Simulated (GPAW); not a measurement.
The system is AgBr.

```
Ag Br
1.0
     0.00000    2.87015    2.87015
     2.87015    0.00000    2.87015
     2.87015    2.87015    0.00000
Ag Br
1 1
Direct
  0.00000 0.00000 0.00000
  0.50000 0.50000 0.50000
```

Base run:

| Item | Value |
| --- | --- |
| Program | GPAW 26.7.0 |
| Functional | RPBE |
| Potentials or basis | the program's PAW data sets (release 1.2.1) made for this functional |
| Cutoff | 600 eV |
| Basis | pw |
| k mesh | 8 × 8 × 8 |
| Occupations | fermi-dirac, width 0.05 eV |
| Spin | no spin polarisation |

Its results: band gap on the k mesh 0.83 eV, indirect (least direct gap 2.79 eV); pressure 5.3 GPa.

**Question.** The run is repeated on the same cell with these changes: functional from RPBE to LDA; occupations from fermi-dirac, width 0.05 eV to gaussian, width 0.02 eV. What comes out?

**Answer.** Band gap on the k mesh 0.37 eV, indirect (least direct gap 2.32 eV); pressure -4.0 GPa.
